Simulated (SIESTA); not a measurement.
HfC:

```xyz
2
Lattice="0.0000 2.3250 2.3250 2.3250 0.0000 2.3250 2.3250 2.3250 0.0000" Properties=species:S:1:pos:R:3 pbc="T T T"
Hf    2.3250    2.3250    2.3250
C     0.0000    0.0000    0.0000
```

Base run:

```yaml
Program: SIESTA 5.4.2
Functional: PBE
Potentials_or_basis: PseudoDojo 0.4 standard (PBE files)
Basis: DZP (energy shift 0.002 Ry)
Grid_cutoff: 800 Ry
Energy_shift: 0.002 Ry
k_mesh: 10 × 10 × 10
Occupations: fermi-dirac, width 0.05 eV
Spin: no spin polarisation
```

Its results: band gap on the k mesh none (metal or under the smearing width); pressure 3.1 GPa.

Task: After a change of settings the same cell gave: band gap on the k mesh none (metal or under the smearing width); pressure 1.5 GPa. Which change was it?
A. basis from DZP (energy shift 0.002 Ry) to DZP (energy shift 0.003 Ry; two zetas on semicore shells); energy shift from 0.002 Ry to 0.003 Ry
B. basis from DZP (energy shift 0.002 Ry) to TZP (energy shift 0.002 Ry)
C. basis from DZP (energy shift 0.002 Ry) to SZ (energy shift 0.002 Ry)
D. functional from PBE to RPBE

Result: B.

Caveats: semicore shells carry a single zeta, which can move pressures by several GPa and volumes by a few percent; the basis of atomic orbitals isn't converged, which shifts pressures, moduli and gaps.

Not every run made on this cell is shown here.
